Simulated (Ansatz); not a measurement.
## AlN: equation of state with HF

Crystal: AlN.

```
Al N
1.0
     0.00000    2.18399    2.18399
     2.18399    0.00000    2.18399
     2.18399    2.18399    0.00000
Al N
1 1
Direct
  0.00000 0.00000 0.00000
  0.25000 0.25000 0.25000
```

Measurements of this composition are mostly on another form, of space group No. 186.

| Item | Value |
| --- | --- |
| Program | Ansatz 0.2.0 |
| Task | equation of state |
| Functional | HF |
| Potentials or basis | Ansatz PAW |
| Cutoff | 420 eV |
| Density cutoff | 1680 eV |
| k mesh | 5 × 5 × 5 |
| Occupations | fermi-dirac, width 0.05 eV |
| Spin | no spin polarisation |

| Quantity | Value |
| --- | --- |
| Equilibrium volume | 10.36 Å³/atom |
| Bulk modulus | 230 GPa |
| Pressure derivative of the bulk modulus | 3.7 |

Energy against volume, from the lowest point:
```
volume (Å³/atom)  energy (meV/atom)
           9.792              24.51
          10.001               9.51
          10.209               1.56
          10.417               0.00
          10.626               4.41
          10.834              14.13
          11.042              28.65
```

All runs of the series together: 3.9 min on 2 threads of Intel(R) Xeon(R) Processor @ 2.50GHz (Skylake/Cascade Lake), on a shared host.

Caveat: the k mesh is coarse (spacing up to 0.50 Å⁻¹), so the values aren't converged, least of all with exact exchange; the potentials were made for another functional, which shifts forces and pressure.
